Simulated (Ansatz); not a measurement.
## Te2Pt under strain

Level of theory: Ansatz, DFT PBE+D3(BJ), scalar-relativistic, plane waves, PAW. Run with 420 eV cutoff, 12×12×8 k-mesh, Gaussian smearing of 0.10 eV, no spin polarisation.

Starting point, cell and atoms relaxed:

```yaml
crystal:
  lattice:
    - [4.05334, 0.00000, 0.00000]
    - [-2.02667, 3.51030, 0.00000]
    - [0.00000, 0.00000, 5.09096]
  atoms:
    - { symbol: Te, position: [0.33333, 0.66667, 0.26706] }
    - { symbol: Te, position: [0.66667, 0.33333, 0.73294] }
    - { symbol: Pt, position: [0.00000, 0.00000, 0.00000] }
```

Deformation: all cell vectors scaled alike, the atoms relaxed, all within the symmetry that the strain leaves. Energies are extrapolated to zero smearing.

Spin–orbit coupling is left out, which can shift energies with elements as heavy as these.

```tsv
strain (%)	ΔE (meV/atom)	a (Å)	b (Å)	c (Å)
-6.0	255.7	3.810	3.810	4.786
-4.0	102.6	3.891	3.891	4.887
-2.0	23.5	3.972	3.972	4.989
+0.0	0.0	4.053	4.053	5.091
+2.0	19.0	4.134	4.134	5.193
+4.0	70.0	4.215	4.215	5.295
+6.0	144.9	4.297	4.297	5.396
```

Problem. What stiffness (1/V) d²E/dε² at zero strain does a cubic fit over all points give?

Solution. A cubic fit gives (1/V) d²E/dε² = 741 GPa at zero strain (nine times the bulk modulus at fixed shape).